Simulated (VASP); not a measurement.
# P (Cmce) in VASP: relaxation of cell and atoms with r2SCAN

Aim: the relaxation of cell and atoms of P with r2SCAN.

Everything below comes from runs of VASP 6.6.1. Logs are shortened: lines on timing, memory, paths and dates and some standing lists are left out, and cuts for length are marked.

## 1. The structure

Symmetry: Cmce, No. 64, orthorhombic system. The conventional cell has a = 3.316 Å, b = 10.484 Å, c = 4.379 Å, α = 90.00°, β = 90.00°, γ = 90.00°. Around P (site symmetry m) lie 3 P at 2.22 to 2.24 Å.

## 2. Relaxation of cell and atoms, r2SCAN

The input, INCAR:

```
SYSTEM = P
  ALGO = Normal
  EDIFF = 1E-7
  EDIFFG = -0.004
  ENCUT = 600
  IBRION = 2
  ISIF = 3
  ISMEAR = 0
  LASPH = .TRUE.
  LCHARG = .FALSE.
  LMIXTAU = .TRUE.
  LREAL = .FALSE.
  LWAVE = .FALSE.
  METAGGA = R2SCAN
  NELM = 60
  NSW = 80
  PREC = Accurate
  SIGMA = 0.1
```

The input, KPOINTS:

```
k-points
0
G
  10 10 7
  0 0 0
```

The input, POSCAR:

```
P
1.0
    1.6582000000     -5.2420000000      0.0000000000
    1.6582000000      5.2420000000      0.0000000000
    0.0000000000      0.0000000000      4.3793000000
P
4
Direct
    0.8983800000      0.1016200000      0.0806800000
    0.6016200000      0.3983800000      0.5806800000
    0.1016200000      0.8983800000      0.9193200000
    0.3983800000      0.6016200000      0.4193200000
```

Potentials or basis: VASP PAW PBE potentials, release 64 (P).

The run is started by

```bash
> cat potpaw_PBE.64/P/POTCAR > POTCAR
> mpirun -np 1 vasp_std > vasp.out
```

OUTCAR:

```text
SYSTEM = P
   EDIFF = 1E-7
   EDIFFG = -0.004
   ENCUT = 600
   IBRION = 2
   ISIF = 3
   ISMEAR = 0
   LASPH = .TRUE.
   LREAL = .FALSE.
   METAGGA = R2SCAN
   NELM = 60
   NSW = 80
   PREC = Accurate

 ion  position               nearest neighbor table
   1  0.898  0.102  0.081-   4 2.22   4 2.22   3 2.24
   2  0.602  0.398  0.581-   3 2.22   3 2.22   4 2.24
   3  0.102  0.898  0.919-   2 2.22   2 2.22   1 2.24
   4  0.398  0.602  0.419-   1 2.22   1 2.22   2 2.24

  LATTYP: Found a base centered orthorhombic cell.
 ALAT       =     3.3164000000
 B/A-ratio  =     3.1612591967
 C/A-ratio  =     1.3204981305

  Lattice vectors:

 A1 = (   1.6582000000,  -5.2420000000,   0.0000000000)
 A2 = (   1.6582000000,   5.2420000000,   0.0000000000)
 A3 = (   0.0000000000,   0.0000000000,   4.3793000000)

Analysis of symmetry for initial positions (statically):
=====================================================================
 Subroutine PRICEL returns:
 Original cell was already a primitive cell.

 Routine SETGRP: Setting up the symmetry group for a
 base centered orthorhombic supercell.

 Subroutine GETGRP returns: Found  8 space group operations
 (whereof  4 operations were pure point group operations)
 out of a pool of  8 trial point group operations.

The static configuration has the point symmetry C_2h.
 The point group associated with its full space group is D_2h.

Analysis of symmetry for dynamics (positions and initial velocities):
=====================================================================
 Subroutine PRICEL returns:
 Original cell was already a primitive cell.

 Routine SETGRP: Setting up the symmetry group for a
 base centered orthorhombic supercell.

 Subroutine GETGRP returns: Found  8 space group operations
 (whereof  4 operations were pure point group operations)
 out of a pool of  8 trial point group operations.

The dynamic configuration has the point symmetry C_2h.
 The point group associated with its full space group is D_2h.

 Subroutine INISYM returns: Found  8 space group operations
 (whereof  4 operations are pure point group operations),
 and found     1 'primitive' translations

----------------------------------------------------------------------------------------

                                     Primitive cell

  volume of cell :      76.1322

  direct lattice vectors                    reciprocal lattice vectors
     1.658200000 -5.242000000  0.000000000     0.301531781 -0.095383441  0.000000000
     1.658200000  5.242000000  0.000000000     0.301531781  0.095383441  0.000000000
     0.000000000  0.000000000  4.379300000     0.000000000  0.000000000  0.228346996

  length of vectors
     5.498017028  5.498017028  4.379300000     0.316258464  0.316258464  0.228346996

  position of ions in fractional coordinates (direct lattice)
     0.898380000  0.101620000  0.080680000
     0.601620000  0.398380000  0.580680000
     0.101620000  0.898380000  0.919320000
     0.398380000  0.601620000  0.419320000

  ion indices of the primitive-cell ions
   primitive index   ion index
                 1           1
                 2           2
                 3           3
                 4           4

----------------------------------------------------------------------------------------

 KPOINTS: k-points

Automatic generation of k-mesh.
 Grid dimensions read from file:
 generate k-points for:   10   10    7

 Generating k-lattice:

  Cartesian coordinates                     Fractional coordinates (reciprocal lattice)
     0.030153178 -0.009538344  0.000000000     0.100000000  0.000000000  0.000000000
     0.030153178  0.009538344  0.000000000     0.000000000  0.100000000  0.000000000
     0.000000000  0.000000000  0.032620999     0.000000000  0.000000000  0.142857143

  Length of vectors
     0.031625846  0.031625846  0.032620999

  Shift w.r.t. Gamma in fractional coordinates (k-lattice)
     0.000000000  0.000000000  0.000000000

 Subroutine IBZKPT returns following result:
 ===========================================

 Found    124 irreducible k-points:

 Following reciprocal coordinates:
            Coordinates               Weight
  0.000000  0.000000  0.000000      1.000000
  0.100000  0.000000  0.000000      4.000000
  0.200000  0.000000  0.000000      4.000000
  0.300000  0.000000  0.000000      4.000000
  0.400000  0.000000  0.000000      4.000000
  0.500000  0.000000  0.000000      2.000000
[... 16 lines left out ...]
  0.300000  0.300000  0.000000      2.000000
  0.400000  0.300000  0.000000      4.000000
 [... further k-points ...]
   k-points           NKPTS =    124   k-points in BZ     NKDIM =    124   number of bands    NBANDS=     14
   number of dos      NEDOS =    301   number of ions     NIONS =      4
   total plane-waves  NPLWV =  82944
   dimension x,y,z NGX =    48 NGY =   48 NGZ =   36
   dimension x,y,z NGXF=    96 NGYF=   96 NGZF=   72
   ions per type =               4
   NGX,Y,Z   is equivalent  to a cutoff of  14.51, 14.51, 13.67 a.u.
   NGXF,Y,Z  is equivalent  to a cutoff of  29.03, 29.03, 27.33 a.u.
 SYSTEM =  P
   PREC   = accura    normal or accurate (medium, high low for compatibility)
   ISTART =      0    job   : 0-new  1-cont  2-samecut
   ICHARG =      2    charge: 1-file 2-atom 10-const
   ISPIN  =      1    spin polarized calculation?
   LNONCOLLINEAR =      F non collinear calculations
   LSORBIT =      F    spin-orbit coupling
   LASPH  =      T    aspherical Exc in radial PAW
   ENCUT  =  600.0 eV  44.10 Ry    6.64 a.u.  10.98 10.98  8.75*2*pi/ulx,y,z
   NELM   =     60;   NELMIN=  2; NELMDL= -5     # of ELM steps
   EDIFF  = 0.1E-06   stopping-criterion for ELM
   LREAL  =      F    real-space projection
   EDIFFG = -.4E-02   stopping-criterion for IOM
   NSW    =     80    number of steps for IOM
   IBRION =      2    ionic relax: 0-MD 1-quasi-New 2-CG
   NFREE  =      1    steps in history (QN), initial steepest desc. (CG)
   ISIF   =      3    stress and relaxation
   ISYM   =      2    0-nonsym 1-usesym 2-fastsym
   POTIM  = 0.5000    time-step for ionic-motion
   TEBEG  =    0.0;   TEEND  =   0.0 temperature during run
   PSTRESS=    0.0 pullay stress
   NELECT =      20.0000    total number of electrons
   NUPDOWN=      -1.0000    fix difference up-down
   EMIN   =  10.00;   EMAX   =-10.00  energy-range for DOS
   EFERMI =   0.00;   METHOD = LEGACY
   ISMEAR =     0;   SIGMA  =   0.10  broadening in eV -4-tet -1-fermi 0-gaus
   EFERMI_NEDOS =   21; number of points for ismear=-14 and -15
   IALGO  =     38    algorithm
   IMIX   =      4    mixing-type and parameters
     AMIX     =   0.40;   BMIX     =  1.00
     AMIX_MAG =   1.60;   BMIX_MAG =  1.00
  volume/ion in A,a.u.               =      19.03       128.44
  Fermi-wavevector in a.u.,A,eV,Ry     =   1.048484  1.981348 14.957149  1.099319
  Thomas-Fermi vector in A             =   2.183408
   LORBIT       =      0    0 simple, 1 ext, 2 COOP (PROOUT), +10 PAW based schemes
   METAGGA = R2SCAN    functional components
   LHFCALC =     F    Hartree Fock is set to
   AEXX    =    0.0000 exact exchange contribution
   IVDW    =     0    specifies the selected vdW correction
   LEPSILON=     F    determine dielectric tensor
   LRPA    =     F    only Hartree local field effects (RPA)
 conjugate gradient relaxation of ions
 non-spin polarized calculation
 Gauss-broadening in eV      SIGMA  =   0.10
  energy-cutoff  :      600.00
  volume of cell :       76.13
 maximum number of plane-waves:      2574
 NGX is ok and might be reduce to    48
   NGX = 21   NGY = 21   NGZ = 17

--------------------------------------- Ionic step        1  -------------------------------------------

 number of electron      20.0000000 magnetization

 Free energy of the ion-electron system (eV)
  ---------------------------------------------------
  ext. energy  EPLUGINS =         0.00000000
  ---------------------------------------------------
  free energy    TOTEN  =       -35.87667493 eV

  energy without entropy =      -35.87636239  energy(sigma->0) =      -35.87651866

------------------------ aborting loop because EDIFF is reached ----------------------------------------

  FORCE on cell =-STRESS in cart. coord.  units (eV):
  Direction    XX          YY          ZZ          XY          YZ          ZX
  --------------------------------------------------------------------------------------
  -------------------------------------------------------------------------------------
  Total       -0.0686782      0.5037175      0.0737142      0.0000000     -0.0000000      0.0000000
  in kB       -1.4453090     10.6005646      1.5512908      0.0000000     -0.0000000      0.0000000
  external PRESSURE =       3.5688488 kB  Pullay stress =       0.0000000 kB
[... 95 lines left out ...]
  FREE ENERGIE OF THE ION-ELECTRON SYSTEM (eV)
  ---------------------------------------------------
  free  energy   TOTEN  =       -35.8896633389 eV

  energy  without entropy=      -35.8893138919  energy(sigma->0) =      -35.88948862

 E-fermi :   6.5232     XC(G=0): -10.1711

 val. band max:        6.4700502781   @ k =   0.5000   0.5000   0.0000
 cond. band min:       6.5677710620   @ k =   0.5000   0.5000   0.0000
 fundamental gap:      0.0977207839
 Fermi energy:         6.5231832868

 k-point     1 :       0.0000    0.0000    0.0000
  band No.  band energies     occupation
      1     -10.3269      2.00000
      2      -7.3011      2.00000
      3      -3.6691      2.00000
      4      -0.9179      2.00000
      5       1.2935      2.00000
      6       1.4899      2.00000
      7       1.9007      2.00000
      8       3.3914      2.00000
      9       3.4107      2.00000
     10       4.9886      2.00000
     11       7.0684      0.00000
     12       7.5553      0.00000
     13       8.3619      0.00000
     14       9.5504      0.00000
[... 379 lines left out ...]
      3      -4.9877      2.00000
      4      -1.3498      2.00000
      5       0.0583      2.00000
      6       0.6750      2.00000
      7       1.4906      2.00000
      8       2.3521      2.00000
      9       4.4378      2.00000
     10       4.8711      2.00000
     11       6.9598      0.00000
     12       7.5463      0.00000
     13       8.8750      0.00000
     14       9.4750      0.00000

 [... further k-points ...]

[... ionic steps 4 to 13 ...]

--------------------------------------- Ionic step       14  -------------------------------------------

 number of electron      20.0000001 magnetization

------------------------ aborting loop because EDIFF is reached ----------------------------------------
[... 71 lines left out ...]
--------------------------------------- Ionic step       16  -------------------------------------------

 number of electron      20.0000001 magnetization

 Free energy of the ion-electron system (eV)
  ---------------------------------------------------
  ext. energy  EPLUGINS =         0.00000000
  ---------------------------------------------------
  free energy    TOTEN  =       -35.92450871 eV

  energy without entropy =      -35.92448291  energy(sigma->0) =      -35.92449581

 E-fermi :   5.8395     XC(G=0):  -9.8260

 val. band max:        5.7033770548   @ k =   0.5000   0.5000   0.0000
 cond. band min:       5.9752448255   @ k =   0.5000   0.5000   0.0000
 fundamental gap:      0.2718677707
 Fermi energy:         5.8395360919

 k-point     1 :       0.0000    0.0000    0.0000
  band No.  band energies     occupation
      1     -10.8862      2.00000
      2      -8.0191      2.00000
      3      -4.5434      2.00000
      4      -1.3584      2.00000
      5       0.6154      2.00000
      6       0.6204      2.00000
      7       1.4036      2.00000
      8       2.8245      2.00000
      9       2.9745      2.00000
     10       4.4732      2.00000
     11       6.4277      0.00000
     12       6.9941      0.00000
     13       7.9037      0.00000
     14       8.7363      0.00000
[... 422 lines left out ...]
  FREE ENERGIE OF THE ION-ELECTRON SYSTEM (eV)
  ---------------------------------------------------
  free  energy   TOTEN  =       -35.9245087104 eV

  energy  without entropy=      -35.9244829100  energy(sigma->0) =      -35.92449581

 reached required accuracy - stopping structural energy minimisation
```

Wall time 2 h (1 thread of Intel Xeon Platinum 8259CL at 2.50GHz (Skylake/Cascade Lake), shared host); peak memory 0.37 GiB.

What came out:

- Free energy: -35.9245 eV
- Relaxed volume: 20.59 Å³/atom
- Relaxed cell: a = 5.739 Å, b = 5.739 Å, c = 4.548 Å, α = 90.00°, β = 90.00°, γ = 146.66°
- Space group after relaxing (to 0.05 Å): Cmce (No. 64)
- Energy gained by relaxing: 12.0 meV/atom
- Ionic steps: 16
- Pressure after relaxing: 0.0 GPa
- Largest force after relaxing: 0.004 eV/Å
- Band gap on the k mesh: 0.27 eV, direct

Forces on the atoms (eV/Å):
```
P    0.000 -0.002  0.004
P    0.000  0.002  0.004
P    0.000  0.002 -0.004
P    0.000 -0.002 -0.004
```

Step by step:
| step | energy change (eV) | largest force (eV/Å) | pressure (GPa) | volume (Å³) |
| --- | --- | --- | --- | --- |
| 1 | 0.0000 | 0.2953 | 0.36 | 76.13 |
| 2 | -0.0124 | 0.1631 | 0.78 | 76.60 |
| 3 | -0.0130 | 0.2011 | 0.90 | 76.73 |
| 4 | -0.0225 | 0.1720 | 0.57 | 77.62 |
| 5 | -0.0377 | 0.0848 | -0.32 | 80.33 |
| 6 | -0.0386 | 0.0582 | -0.56 | 81.16 |
| 7 | -0.0456 | 0.0344 | 0.14 | 81.49 |
| 8 | -0.0458 | 0.0367 | 0.26 | 81.54 |
| 9 | -0.0465 | 0.0398 | -0.07 | 81.97 |
| 10 | -0.0465 | 0.0407 | -0.07 | 81.98 |
| 11 | -0.0471 | 0.0324 | -0.05 | 82.06 |
| 12 | -0.0478 | 0.0110 | 0.01 | 82.29 |
| 13 | -0.0478 | 0.0103 | 0.02 | 82.30 |
| 14 | -0.0478 | 0.0200 | -0.01 | 82.36 |
| 15 | -0.0478 | 0.0047 | 0.00 | 82.33 |
| 16 | -0.0478 | 0.0040 | 0.02 | 82.35 |

Final structure:
```xyz
4
Lattice="1.6466 -5.4982 0.0000 1.6466 5.4982 0.0000 0.0000 0.0000 4.5479" Properties=species:S:1:pos:R:3 pbc="T T T"
P     1.6466   -4.4508    0.4047
P     1.6466   -1.0474    2.6787
P     1.6466    4.4508    4.1432
P     1.6466    1.0474    1.8693
```

Caveat: the PAW data sets were made with another functional, which shifts forces and pressure a little; an odd mesh through Γ misses points on the zone boundary, where band edges often lie. r2SCAN opens gaps a little over a GGA but as a rule still falls short of measured ones.
